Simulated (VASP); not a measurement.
# CdSe (P6_3mc) in VASP: settings compared

CdSe is run at these levels: PBE, r2SCAN; tasks: single point.

Everything below comes from runs of VASP 6.6.1. Logs are shortened: lines on timing, memory, paths and dates and some standing lists are left out, and cuts for length are marked.

**The experiment to reproduce.**

From a printed reference work, data compilation, for a bulk crystal of CdSe at 2 K: band gap 1.841 eV.

The runs below are set against these values where they give the same quantity.

**1. The cell of the first run**

Symmetry: P6_3mc, No. 186, hexagonal system. Conventional cell: a = 4.341 Å, b = 4.341 Å, c = 7.077 Å, α = 90.00°, β = 90.00°, γ = 120.00°. Within 3.5 Å of Cd (site symmetry 3m) lie 4 Se at 2.66 Å. Se (site symmetry 3m) has 4 Cd at 2.66 Å within 3.5 Å.

**2. Single point, PBE**

Contents of INCAR:

```
  PREC = Accurate
  ENCUT = 520
  EDIFF = 1E-6
  ISMEAR = 0
  SIGMA = 0.01
  LREAL = F
  LASPH = T
  NELM = 60
  ALGO = Normal
  ISIF = 2
  LWAVE = F
  LCHARG = F
  GGA = PE
  NBANDS = 26
```

Contents of KPOINTS:

```
regular mesh
0
Gamma
  12 12 4
```

Contents of POSCAR:

```
CdSe
1.0
    4.3407184404      0.0000000000      0.0000000000
   -2.1703592202      3.7591724400      0.0000000000
    0.0000000000      0.0000000000      7.0766648644
Cd Se
2 2
Direct
    0.3333333333      0.6666666667      0.0045236756
    0.6666666667      0.3333333333      0.5045236756
    0.3333333333      0.6666666667      0.3804763244
    0.6666666667      0.3333333333      0.8804763244
```

Potentials or basis: VASP PAW PBE potentials, release 64 (Cd, Se).

Launch:

```
cat potpaw_PBE.64/Cd/POTCAR potpaw_PBE.64/Se/POTCAR > POTCAR
mpirun -np 1 vasp_std > vasp.out
```

OUTCAR:

```text
PREC = Accurate
   ENCUT = 520
   EDIFF = 1E-6
   ISMEAR = 0
   LREAL = F
   LASPH = T
   NELM = 60
   ISIF = 2
   GGA = PE

 ion  position               nearest neighbor table
   1  0.333  0.667  0.005-   4 2.66   4 2.66   4 2.66   3 2.66
   2  0.667  0.333  0.505-   3 2.66   3 2.66   3 2.66   4 2.66
   3  0.333  0.667  0.380-   2 2.66   2 2.66   2 2.66   1 2.66
   4  0.667  0.333  0.880-   1 2.66   1 2.66   1 2.66   2 2.66

  LATTYP: Found a hexagonal cell.
 ALAT       =     4.3407184404
 C/A-ratio  =     1.6302980628

  Lattice vectors:

 A1 = (   4.3407184404,   0.0000000000,   0.0000000000)
 A2 = (  -2.1703592202,   3.7591724400,   0.0000000000)
 A3 = (   0.0000000000,   0.0000000000,   7.0766648644)

Analysis of symmetry for initial positions (statically):
=====================================================================
 Subroutine PRICEL returns:
 Original cell was already a primitive cell.

 Routine SETGRP: Setting up the symmetry group for a
 hexagonal supercell.

 Subroutine GETGRP returns: Found 12 space group operations
 (whereof  6 operations were pure point group operations)
 out of a pool of 24 trial point group operations.

The static configuration has the point symmetry C_3v.
 The point group associated with its full space group is C_6v.

Analysis of symmetry for dynamics (positions and initial velocities):
=====================================================================
 Subroutine PRICEL returns:
 Original cell was already a primitive cell.

 Routine SETGRP: Setting up the symmetry group for a
 hexagonal supercell.

 Subroutine GETGRP returns: Found 12 space group operations
 (whereof  6 operations were pure point group operations)
 out of a pool of 24 trial point group operations.

The dynamic configuration has the point symmetry C_3v.
 The point group associated with its full space group is C_6v.

 Subroutine INISYM returns: Found 12 space group operations
 (whereof  6 operations are pure point group operations),
 and found     1 'primitive' translations

----------------------------------------------------------------------------------------

                                     Primitive cell

  volume of cell :     115.4735

  direct lattice vectors                    reciprocal lattice vectors
     4.340718440  0.000000000  0.000000000     0.230376610  0.133007998  0.000000000
    -2.170359220  3.759172440  0.000000000     0.000000000  0.266015996  0.000000000
     0.000000000  0.000000000  7.076664864     0.000000000  0.000000000  0.141309504

  length of vectors
     4.340718440  4.340718440  7.076664864     0.266015996  0.266015996  0.141309504

  position of ions in fractional coordinates (direct lattice)
     0.333333333  0.666666667  0.004523676
     0.666666667  0.333333333  0.504523676
     0.333333333  0.666666667  0.380476324
     0.666666667  0.333333333  0.880476324

  ion indices of the primitive-cell ions
   primitive index   ion index
                 1           1
                 2           2
                 3           3
                 4           4

----------------------------------------------------------------------------------------

 KPOINTS: regular mesh

Automatic generation of k-mesh.
 Grid dimensions read from file:
 generate k-points for:   12   12    4

 Generating k-lattice:

  Cartesian coordinates                     Fractional coordinates (reciprocal lattice)
     0.019198051  0.011084000  0.000000000     0.083333333  0.000000000  0.000000000
     0.000000000  0.022168000  0.000000000     0.000000000  0.083333333  0.000000000
     0.000000000  0.000000000  0.035327376     0.000000000  0.000000000  0.250000000

  Length of vectors
     0.022168000  0.022168000  0.035327376

  Shift w.r.t. Gamma in fractional coordinates (k-lattice)
     0.000000000  0.000000000  0.000000000

 Subroutine IBZKPT returns following result:
 ===========================================

 Found     57 irreducible k-points:

 Following reciprocal coordinates:
            Coordinates               Weight
  0.000000  0.000000  0.000000      1.000000
  0.083333  0.000000  0.000000      6.000000
  0.166667  0.000000  0.000000      6.000000
  0.250000  0.000000  0.000000      6.000000
  0.333333  0.000000  0.000000      6.000000
  0.416667  0.000000  0.000000      6.000000
[... 16 lines left out ...]
  0.250000  0.000000  0.250000     12.000000
  0.333333  0.000000  0.250000     12.000000
 [... further k-points ...]
   k-points           NKPTS =     57   k-points in BZ     NKDIM =     57   number of bands    NBANDS=     26
   number of dos      NEDOS =    301   number of ions     NIONS =      4
   total plane-waves  NPLWV =  55296
   dimension x,y,z NGX =    32 NGY =   32 NGZ =   54
   dimension x,y,z NGXF=    64 NGYF=   64 NGZF=  108
   ions per type =               2   2
   NGX,Y,Z   is equivalent  to a cutoff of  12.26, 12.26, 12.69 a.u.
   NGXF,Y,Z  is equivalent  to a cutoff of  24.51, 24.51, 25.37 a.u.
 SYSTEM =  unknown system
   PREC   = accura    normal or accurate (medium, high low for compatibility)
   ISTART =      0    job   : 0-new  1-cont  2-samecut
   ICHARG =      2    charge: 1-file 2-atom 10-const
   ISPIN  =      1    spin polarized calculation?
   LNONCOLLINEAR =      F non collinear calculations
   LSORBIT =      F    spin-orbit coupling
   LASPH  =      T    aspherical Exc in radial PAW
   ENCUT  =  520.0 eV  38.22 Ry    6.18 a.u.   8.07  8.07 13.16*2*pi/ulx,y,z
   NELM   =     60;   NELMIN=  2; NELMDL= -5     # of ELM steps
   EDIFF  = 0.1E-05   stopping-criterion for ELM
   LREAL  =      F    real-space projection
   EDIFFG = 0.1E-04   stopping-criterion for IOM
   NSW    =      0    number of steps for IOM
   IBRION =     -1    ionic relax: 0-MD 1-quasi-New 2-CG
   NFREE  =      0    steps in history (QN), initial steepest desc. (CG)
   ISIF   =      2    stress and relaxation
   ISYM   =      2    0-nonsym 1-usesym 2-fastsym
   POTIM  = 0.5000    time-step for ionic-motion
   TEBEG  =    0.0;   TEEND  =   0.0 temperature during run
   PSTRESS=    0.0 pullay stress
   NELECT =      36.0000    total number of electrons
   NUPDOWN=      -1.0000    fix difference up-down
   EMIN   =  10.00;   EMAX   =-10.00  energy-range for DOS
   EFERMI =   0.00;   METHOD = LEGACY
   ISMEAR =     0;   SIGMA  =   0.01  broadening in eV -4-tet -1-fermi 0-gaus
   EFERMI_NEDOS =   21; number of points for ismear=-14 and -15
   IALGO  =     38    algorithm
   IMIX   =      4    mixing-type and parameters
     AMIX     =   0.40;   BMIX     =  1.00
     AMIX_MAG =   1.60;   BMIX_MAG =  1.00
  volume/ion in A,a.u.               =      28.87       194.81
  Fermi-wavevector in a.u.,A,eV,Ry     =   1.110064  2.097718 16.765683  1.232243
  Thomas-Fermi vector in A             =   2.246612
   LORBIT       =      0    0 simple, 1 ext, 2 COOP (PROOUT), +10 PAW based schemes
   GGA     = PE    functional components
   LHFCALC =     F    Hartree Fock is set to
   AEXX    =    0.0000 exact exchange contribution
   IVDW    =     0    specifies the selected vdW correction
   LEPSILON=     F    determine dielectric tensor
   LRPA    =     F    only Hartree local field effects (RPA)
 non-spin polarized calculation
 Gauss-broadening in eV      SIGMA  =   0.01
  energy-cutoff  :      520.00
  volume of cell :      115.47
 maximum number of plane-waves:      3130
   NGX = 17   NGY = 17   NGZ = 27

 number of electron      35.9999987 magnetization

 Free energy of the ion-electron system (eV)
  ---------------------------------------------------
  ext. energy  EPLUGINS =         0.00000000
  ---------------------------------------------------
  free energy    TOTEN  =       -10.97353711 eV

  energy without entropy =      -10.97353711  energy(sigma->0) =      -10.97353711

 E-fermi :   0.7824     XC(G=0):  -8.7621

 val. band max:        0.7415601734   @ k =   0.0000   0.0000   0.0000
 cond. band min:       1.3520462454   @ k =   0.0000   0.0000   0.0000
 fundamental gap:      0.6104860719
 Fermi energy:         0.7823634300

 k-point     1 :       0.0000    0.0000    0.0000
  band No.  band energies     occupation
      1     -11.7152      2.00000
      2     -11.3600      2.00000
      3      -7.1007      2.00000
      4      -7.0951      2.00000
      5      -7.0951      2.00000
      6      -7.0321      2.00000
[... 18 lines left out ...]
     25       7.7337      0.00000
     26       8.3679      0.00000

 k-point     2 :       0.0833    0.0000    0.0000
  band No.  band energies     occupation
      1     -11.6947      2.00000
      2     -11.3505      2.00000
      3      -7.0951      2.00000
      4      -7.0877      2.00000
      5      -7.0785      2.00000
      6      -7.0233      2.00000
[... 18 lines left out ...]
     25       7.8952      0.00000
     26       8.2410      0.00000

 k-point     3 :       0.1667    0.0000    0.0000
  band No.  band energies     occupation
      1     -11.6376      2.00000
      2     -11.3254      2.00000
      3      -7.0769      2.00000
      4      -7.0684      2.00000
      5      -7.0326      2.00000
      6      -6.9956      2.00000
[... 18 lines left out ...]
     25       7.9600      0.00000
     26       8.3419      0.00000

 k-point     4 :       0.2500    0.0000    0.0000
  band No.  band energies     occupation
      1     -11.5560      2.00000
      2     -11.2937      2.00000
      3      -7.0546      2.00000
      4      -7.0450      2.00000
      5      -6.9726      2.00000
      6      -6.9566      2.00000
[... 18 lines left out ...]
     25       8.1242      0.00000
     26       8.6833      0.00000

 k-point     5 :       0.3333    0.0000    0.0000
  band No.  band energies     occupation
      1     -11.4684      2.00000
      2     -11.2671      2.00000
      3      -7.0360      2.00000
      4      -7.0261      2.00000
      5      -6.9280      2.00000
      6      -6.9197      2.00000
[... 18 lines left out ...]
     25       8.5542      0.00000
     26       8.8760      0.00000

 k-point     6 :       0.4167    0.0000    0.0000
  band No.  band energies     occupation
      1     -11.3967      2.00000
      2     -11.2547      2.00000
      3      -7.0252      2.00000
      4      -7.0155      2.00000
      5      -6.8939      2.00000
      6      -6.8928      2.00000
[... 427 lines left out ...]
 k-point    21 :       0.0833    0.0000    0.2500
  band No.  band energies     occupation
      1     -11.6438      2.00000
      2     -11.3999      2.00000
      3      -7.0804      2.00000
      4      -7.0800      2.00000
      5      -7.0468      2.00000
      6      -7.0338      2.00000
[... 18 lines left out ...]
     25       7.6144      0.00000
     26       7.9058      0.00000

 k-point    22 :       0.1667    0.0000    0.2500
  band No.  band energies     occupation
      1     -11.5907      2.00000
      2     -11.3696      2.00000
      3      -7.0622      2.00000
      4      -7.0590      2.00000
      5      -7.0179      2.00000
      6      -7.0066      2.00000
[... 18 lines left out ...]
     25       7.9969      0.00000
     26       8.0441      0.00000

 k-point    23 :       0.2500    0.0000    0.2500
  band No.  band energies     occupation
      1     -11.5158      2.00000
      2     -11.3299      2.00000
      3      -7.0432      2.00000
      4      -7.0327      2.00000
      5      -6.9832      2.00000
      6      -6.9701      2.00000
[... 18 lines left out ...]
     25       8.0812      0.00000
     26       8.6492      0.00000

 k-point    24 :       0.3333    0.0000    0.2500
  band No.  band energies     occupation
      1     -11.4364      2.00000
      2     -11.2937      2.00000
      3      -7.0292      2.00000
      4      -7.0103      2.00000
      5      -6.9523      2.00000
      6      -6.9346      2.00000
[... 18 lines left out ...]
     25       8.2081      0.00000
     26       9.3078      0.00000

 [... further k-points ...]

------------------------ aborting loop because EDIFF is reached ----------------------------------------

  FORCE on cell =-STRESS in cart. coord.  units (eV):
  Direction    XX          YY          ZZ          XY          YZ          ZX
  --------------------------------------------------------------------------------------
  -------------------------------------------------------------------------------------
  Total        1.2304253      1.2304253      1.2816728      0.0000000      0.0000000      0.0000000
  in kB       17.0719588     17.0719588     17.7830090      0.0000000      0.0000000      0.0000000
  external PRESSURE =      17.3089755 kB  Pullay stress =       0.0000000 kB

 VOLUME and BASIS-vectors are now :
 -----------------------------------------------------------------------------
  energy-cutoff  :      520.00
  volume of cell :      115.47
      direct lattice vectors                 reciprocal lattice vectors
     4.340718440  0.000000000  0.000000000     0.230376610  0.133007998  0.000000000
    -2.170359220  3.759172440  0.000000000     0.000000000  0.266015996  0.000000000
     0.000000000  0.000000000  7.076664864     0.000000000  0.000000000  0.141309504

 POSITION                                       TOTAL-FORCE (eV/Angst)
 -----------------------------------------------------------------------------------
     -0.00000      2.50611      0.03201         0.000000      0.000000      0.001404
      2.17036      1.25306      3.57034         0.000000     -0.000000      0.001404
     -0.00000      2.50611      2.69250         0.000000     -0.000000     -0.001404
      2.17036      1.25306      6.23084        -0.000000      0.000000     -0.001404
 -----------------------------------------------------------------------------------
    total drift:                               -0.000000     -0.000000     -0.000168

  FREE ENERGIE OF THE ION-ELECTRON SYSTEM (eV)
  ---------------------------------------------------
  free  energy   TOTEN  =       -10.9735371146 eV

  energy  without entropy=      -10.9735371146  energy(sigma->0) =      -10.97353711
```

Run time: 1.9 min. Hardware: 1 thread of Intel Xeon Platinum 8488C (Sapphire Rapids), shared host; peak memory 0.32 GiB.

What came out:

- Free energy: -10.9735 eV
- Pressure: 1.7 GPa
- Band gap on the k mesh: 0.61 eV

**3. Single point, r2SCAN**

POSCAR is that of step 2.

Contents of INCAR.step1:

```
PREC = Accurate
ENCUT = 520
ISMEAR = 0
SIGMA = 0.01
LREAL = False
LASPH = True
NELM = 100
NBANDS = 26
GGA = PE
ALGO = Normal
EDIFF = 1E-4
LWAVE = True
LCHARG = False
```

Contents of INCAR.step2:

```
PREC = Accurate
ENCUT = 520
EDIFF = 1E-6
ISMEAR = 0
SIGMA = 0.01
LREAL = False
LASPH = True
NELM = 100
ALGO = Normal
ISIF = 2
LWAVE = False
LCHARG = False
METAGGA = R2SCAN
LMIXTAU = True
NBANDS = 26
ISTART = 1
```

Contents of KPOINTS:

```
Automatic mesh
0
Gamma
  12 12 4
```

Potentials or basis: VASP PAW PBE potentials, release 64 (Cd, Se).

Launch:

```
cat potpaw_PBE.64/Cd/POTCAR potpaw_PBE.64/Se/POTCAR > POTCAR
cp INCAR.step1 INCAR
mpirun -np 1 vasp_std > vasp.out
cp INCAR.step2 INCAR
mpirun -np 1 vasp_std > vasp.out
```

Wall time 7.9 min (1 thread of Intel Xeon 8259CL, shared host); peak memory 0.34 GiB.

The run converged. Its results:

| Property | Result |
| --- | --- |
| Free energy | -71.8329 eV |
| Pressure | 0.2 GPa |
| Band gap on the k mesh | 1.09 eV |

Levels at points of the mesh, in eV from the valence-band top:
| k point | band 14 | band 15 | band 16 | band 17 | band 18 | band 19 | band 20 | band 21 | band 22 | band 23 |
| --- | --- | --- | --- | --- | --- | --- | --- | --- | --- | --- |
| (0.00, 0.00, 0.00) | -0.74 | -0.74 | -0.04 | 0.00 | 0.00 | 1.09 | 2.64 | 6.38 | 6.38 | 6.69 |
| (0.50, 0.00, 0.00) | -3.53 | -2.58 | -1.80 | -1.28 | -0.73 | 3.63 | 3.71 | 5.10 | 6.55 | 6.93 |
| (0.00, 0.00, 0.50) | -2.56 | -0.38 | -0.38 | -0.38 | -0.38 | 2.78 | 2.78 | 6.27 | 6.27 | 6.76 |
| (0.50, 0.00, 0.50) | -4.10 | -1.31 | -1.31 | -1.30 | -1.30 | 3.33 | 3.33 | 5.27 | 5.27 | 8.12 |

Caveat: the PAW data sets were made with another functional, which shifts forces and pressure a little.

**4. Against experiment**

Step 3. A measured gap of CdSe is 1.841 eV (2 K; a printed reference work, data compilation); the calculated 1.09 eV misses it by -0.75 eV. Spin-orbit coupling on Cd, Se is left out. The value is that of r2SCAN on a finite k mesh, which can miss the band edges, without temperature or zero-point motion.
